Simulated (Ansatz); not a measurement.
## Response to strain in KI

The parent structure is KI in the rock salt structure (space group Fm-3m, No. 225; a = 7.182 Å).

Strains are applied to the cell and any free atomic positions relax.

Calculations: Ansatz (a first-principles code), PBE, PAW, cutoff 420 eV, no SOC.

Notes on the quantities. energy relative to the base: free energy F.

```json
[
 {"change": "base", "electron mass": "0.34 mₑ (at Γ)", "width of the top valence band": "0.54 eV", "energy relative to the base": "0 meV/atom"},
 {"change": "isotropic strain −2.50 %", "electron mass": "0.33 mₑ (at Γ)", "width of the top valence band": "0.63 eV", "energy relative to the base": "+9.5 meV/atom"},
 {"change": "isotropic strain −2.00 %", "electron mass": "0.33 mₑ (at Γ)", "width of the top valence band": "0.61 eV", "energy relative to the base": "+5.9 meV/atom"},
 {"change": "isotropic strain −1.50 %", "electron mass": "0.33 mₑ (at Γ)", "width of the top valence band": "0.59 eV", "energy relative to the base": "+3.3 meV/atom"},
 {"change": "isotropic strain −1.00 %", "electron mass": "0.33 mₑ (at Γ)", "width of the top valence band": "0.58 eV", "energy relative to the base": "+1.4 meV/atom"},
 {"change": "isotropic strain −0.50 %", "electron mass": "0.34 mₑ (at Γ)", "width of the top valence band": "0.56 eV", "energy relative to the base": "+0.3 meV/atom"},
 {"change": "isotropic strain +0.50 %", "electron mass": "0.34 mₑ (at Γ)", "width of the top valence band": "0.53 eV", "energy relative to the base": "+0.3 meV/atom"},
 {"change": "isotropic strain +2.00 %", "electron mass": "0.35 mₑ (at Γ)", "width of the top valence band": "0.48 eV", "energy relative to the base": "+5.1 meV/atom"},
 {"change": "isotropic strain +2.50 %", "electron mass": "0.35 mₑ (at Γ)", "width of the top valence band": "0.47 eV", "energy relative to the base": "+7.8 meV/atom"},
 {"change": "isotropic strain +3.00 %", "electron mass": "0.36 mₑ (at Γ)", "width of the top valence band": "0.45 eV", "energy relative to the base": "+11 meV/atom"}
]
```

Spin-orbit coupling, missing from the scalar runs, can matter with I. The levels and masses belong to the bands next to the band gap. Masses are band curvatures over ±0.01 Å⁻¹ around the edge. Whether these cells are dynamically stable was not tested.
